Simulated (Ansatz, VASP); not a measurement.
# Two plane-wave programs on Si

```
Si
1.0
    -3.33608    3.33608    3.33608
     3.33608   -3.33608    3.33608
     3.33608    3.33608   -3.33608
Si
6
Direct
  0.75000 0.25000 0.50000
  0.75000 0.50000 0.25000
  0.50000 0.25000 0.75000
  0.25000 0.50000 0.75000
  0.25000 0.75000 0.50000
  0.50000 0.75000 0.25000
```

This isn't the form of Si at room conditions, which is diamond.

Alike in both runs: task single point; functional PBE; k mesh 3 × 3 × 3; occupations fermi-dirac, width 0.1 eV; no spin polarisation.

```csv
,VASP,Ansatz
version,VASP 6.6.1,Ansatz 0.2.0
potentials or method,"VASP PAW PBE potentials, release 64 (Si)","plane waves, PAW"
plane-wave cutoff (eV),520,420
valence electrons in the cell,24,24
```

```tsv
	VASP	Ansatz	Ansatz less VASP
pressure (GPa)	1.8	1.8	+0.06
```

With one functional, cell and mesh, what is left measures potentials, basis and numerics.

Caveats: the k mesh is coarse (spacing up to 0.44 Å⁻¹), so the values aren't converged.
